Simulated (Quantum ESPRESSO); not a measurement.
## Sr under changes of volume

One of the cells (56.319 Å³/atom); the others are scaled copies at fixed shape and fractional positions:

```
Sr
1.0
     0.00000    3.04235    3.04235
     3.04235    0.00000    3.04235
     3.04235    3.04235    0.00000
Sr
1
Direct
  0.00000 0.00000 0.00000
```

```yaml
Program: Quantum ESPRESSO 7.5
Functional: LDA
Potentials_or_basis: PseudoDojo 0.4.1 SR LDA standard
Cutoff: 925 eV
Density_cutoff: 3701 eV
k_mesh: 8 × 8 × 8
Occupations: fermi-dirac, width 0.05 eV
Spin: no spin polarisation
```

```csv
volume (Å³/atom),energy over the lowest point (meV/atom),pressure (GPa)
52.940,0.00,-1.1
54.067,?,?
55.193,18.09,-1.4
56.319,29.06,-1.6
57.446,41.13,-1.8
58.572,54.17,-1.9
59.698,68.09,-2.0
```

Question: What does the run at 54.067 Å³/atom give?

Answer: Energy over the lowest point 8.36 meV/atom; pressure -1.3 GPa.

Worked out: A Birch-Murnaghan fit of order 3 (a polynomial in V^(-2/3)) to the other rows has no minimum within the range. It gives 8.36 meV/atom at 54.067 Å³/atom, against the run's 8.36, and -dE/dV = -1.3 GPa, against -1.3.

Energies are extrapolated to zero smearing.
